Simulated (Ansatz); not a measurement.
# Mg: a sweep of the PAW cutoff

An exercise on one series of results from a longer session: the logs are not shown, and one member is left open.

Method: DFT, PBE, PAW with Ansatz's default frozen-core files, scalar-relativistic, in Ansatz 0.2.0.

**The structure to begin with**

Symmetry: P6_3/mmc, No. 194, hexagonal system. The conventional cell has a = 3.209 Å, b = 3.209 Å, c = 5.210 Å, α = 90.00°, β = 90.00°, γ = 120.00°. Mg (site symmetry -6m2) has 12 Mg at 3.20 to 3.21 Å as nearest neighbours.

Coordinates:

```
CELL_PARAMETERS angstrom
3.20927 0.00000 0.00000
-1.60464 2.77931 0.00000
0.00000 0.00000 5.21033
ATOMIC_POSITIONS crystal
Mg 0.33333 0.66667 0.25000
Mg 0.66667 0.33333 0.75000
```

The cell comes from a crystallographic database entry that wasn't checked; take it as a given geometry, which may be far from equilibrium.

Atoms are numbered in the order of the input: Mg1, Mg2.

The first run:

The input, input.yaml:

```yaml
crystal:
  lattice:
    - [3.2092715325, 0.0, 0.0]
    - [-1.6046357662, 2.7793106748, 0.0]
    - [0.0, 0.0, 5.21033]
  atoms:
    - { symbol: Mg, position: [0.3333333333, 0.6666666667, 0.25] }
    - { symbol: Mg, position: [0.6666666667, 0.3333333333, 0.75] }
kpoints:
  mp_grid: { grid: [12, 12, 7] }
scf:
  occupations: { method: fermi_dirac, width: 0.08 }
hamiltonian:
  xc: pbe
  pseudopotentials: { kind: paw }
output:
  forces: true
  stress: true
  eigenvalues: true
  efg: { contact_densities: true }
basis:
  ecutwfc: 150
```

Among the steps run: With PAW files, cutoff 150 eV; With PAW files, cutoff 250 eV; With PAW files, cutoff 300 eV; With PAW files, cutoff 500 eV; With PAW files, cutoff 800 eV.

One table of the session follows, with a row left open; its other results are not shown here.

It belongs to the step «The sweep in one table». 

| cutoff (eV) | pressure (GPa) |
| --- | --- |
| 150 | 7.02 |
| 250 | ? |
| 300 | -0.45 |
| 500 | -0.45 |
| 800 | -0.45 |

Q: Estimate the row for cutoff (eV) = 250 from the others.

Worked estimate for «pressure (GPa)». A straight line through the neighbours (150, 7.02) and (300, -0.45) gives 7.02 + (-0.45 − 7.02) × (250 − 150) / (300 − 150) = 2.04; a parabola fitted to 3 rows on both sides gives 1.33.

The run gave: pressure (GPa): -0.38. In «pressure (GPa)» the line misses by +2.42 and the parabola by +1.71.

Energies are those extrapolated to zero smearing.

Caveats from the session: Warnings in the runs' records: cutoff below recommended.
